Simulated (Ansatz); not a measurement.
# CsI: the cost of one run

Code: Ansatz 0.2.0. PBE orbitals, norm-conserving pseudopotentials, plane waves. (Simulation; spin polarisation is off.)

### 1 The cell

The cell was relaxed beforehand with r2SCAN; volume changes: +0 %, -5 %, +5 %, -10 %, +10 %.

The symmetry is Pm-3m (No. 221, cubic); conventional cell a = 4.608 Å, 48.93 Å³ an atom. Cs has 8 I at 3.99 Å; I has 8 Cs at 3.99 Å.

The structure in full:

```cif
data_structure
_symmetry_space_group_name_H-M 'Pm-3m'
_symmetry_Int_Tables_number 221
_cell_length_a 4.6082
_cell_length_b 4.6082
_cell_length_c 4.6082
_cell_angle_alpha 90.000
_cell_angle_beta 90.000
_cell_angle_gamma 90.000
_cell_volume 97.86
loop_
_atom_site_label
_atom_site_type_symbol
_atom_site_symmetry_multiplicity
_atom_site_Wyckoff_symbol
_atom_site_fract_x
_atom_site_fract_y
_atom_site_fract_z
_atom_site_occupancy
Cs1 Cs 1 a 0.00000 0.00000 0.00000 1
I1 I 1 b 0.50000 0.50000 0.50000 1
```

### 2 The unscaled cell

Contents of input.yaml:

```yaml
crystal:
  lattice:
    - [4.6081719868, 0.0, 0.0]
    - [0.0, 4.6081719868, 0.0]
    - [0.0, 0.0, 4.6081719868]
  atoms:
    - { symbol: Cs, position: [0.0, 0.0, 0.0] }
    - { symbol: I, position: [0.5, 0.5, 0.5] }
kpoints:
  mp_grid: { grid: [4, 4, 4] }
hamiltonian:
  xc: pbe
  pseudopotentials: { kind: nc }
scf:
  occupations: { method: fixed }
output:
  rpa_energy:
    ecut_chi_ladder: [131, 147, 162, 180, 198]
    long_wavelength: optical_limit
  write_density: true
  write_potential: true
  elf: true
  volumetric_format: npy
basis:
  ecutwfc: 952.398519
```

**Question.** How long does this run take on 1 × NVIDIA H100 80GB HBM3 with 2 threads of AMD EPYC 7R13 (Zen 3), shared host, and how much memory does it need?

About 3.8 min, with a peak of 4.4 GiB on the host.
